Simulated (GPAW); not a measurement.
A run of GPAW 26.7.0 is set up as follows.

File run.py:

```python
import numpy as np
from ase import Atoms
from ase.dft.bandgap import bandgap
from ase.io import write
from ase.units import GPa
from gpaw import GPAW, PW, setup_paths
from gpaw.spinorbit import soc_eigenstates

setup_paths.insert(0, '.')

atoms = Atoms(['Pt'],
              cell=[[0.0, 1.9609, 1.9609],
                    [1.9609, 0.0, 1.9609],
                    [1.9609, 1.9609, 0.0]],
              scaled_positions=[[0.0, 0.0, 0.0]],
              pbc=True)

calc = GPAW(mode=PW(600),
            xc='PBEsol',
            kpts={'size': (12, 12, 12), 'gamma': True},
            occupations={'name': 'fermi-dirac', 'width': 0.05},
            nbands=17,
            convergence={'density': 1e-05, 'energy': 1e-05},
            maxiter=150,
            txt='gpaw.txt')
atoms.calc = calc
energy = atoms.get_potential_energy()
forces = atoms.get_forces()
stress = atoms.get_stress()
calc.write('gs.gpw')
write('result.traj', atoms)
print(f'Energy: {energy:.6f} eV')
print('Forces (eV/A):')
print(forces.round(4))
print('Stress (GPa):', (stress / GPa).round(3))
print('Fermi level:', round(calc.get_fermi_level(), 4), 'eV')
print(f'Gap: {bandgap(calc)[0]:.4f} eV, direct: {bandgap(calc, direct=True)[0]:.4f} eV')

path = atoms.cell.bandpath('GXWKGLUWLK,UX', npoints=100, eps=1e-4)
bs_calc = calc.fixed_density(kpts=path, symmetry='off', nbands=25,
                             convergence={'bands': 'CBM+6.0', 'eigenstates': 1e-6}, txt='bands.txt')
bs = bs_calc.band_structure()
bs.write('bs.json')
print(f'Gap on the path: {bandgap(bs_calc)[0]:.4f} eV')

soc = soc_eigenstates(bs_calc, theta=90, phi=45)
np.savetxt('soc_bands.dat', soc.eigenvalues(), fmt='%.4f')
mesh = soc_eigenstates('gs.gpw', theta=90, phi=45)
np.savetxt('soc_mesh.dat', mesh.eigenvalues(), fmt='%.4f')
print('Fermi level with spin-orbit coupling:', round(mesh.fermi_level, 4), 'eV')
```

Potentials or basis: PAW data sets generated in the run's folder for this functional, pw.

Command:

```bash
$ gpaw-setup -f PBEsol Pt
$ OMP_NUM_THREADS=1 python run.py
```

Predict the band gap along the path.

none (metal or under the smearing width).

What does it give for the pressure?

-0.9 GPa.

Levels at the corners of the path, in eV from the Fermi level:
```
point  band 14  band 15  band 16  band 17  band 18  band 19
    Γ    -3.29    -1.48    -1.48    -1.48    -1.48    14.99
    X     0.03     1.08     1.08     1.71     1.71     8.94
    W    -1.93     0.47     0.47     7.15     7.15     7.61
    K    -1.38    -0.09    -0.09     5.70     5.70     6.84
    Γ    -3.29    -1.48    -1.48    -1.48    -1.48    14.99
    L    -0.45    -0.34    -0.34     0.36     0.36     5.91
    U    -1.38    -0.09    -0.09     5.70     5.70     6.84
    W    -1.93     0.47     0.47     7.15     7.15     7.61
    L    -0.45    -0.34    -0.34     0.36     0.36     5.91
    K    -1.38    -0.09    -0.09     5.70     5.70     6.84
    U    -1.38    -0.09    -0.09     5.70     5.70     6.84
    X     0.03     1.08     1.08     1.71     1.71     8.94
```

Caveat: spin-orbit coupling was added after a scalar SCF, so levels and gaps hold it while energy, forces, pressure and moments don't; this program's spin-orbit splittings come out too wide for heavy elements.
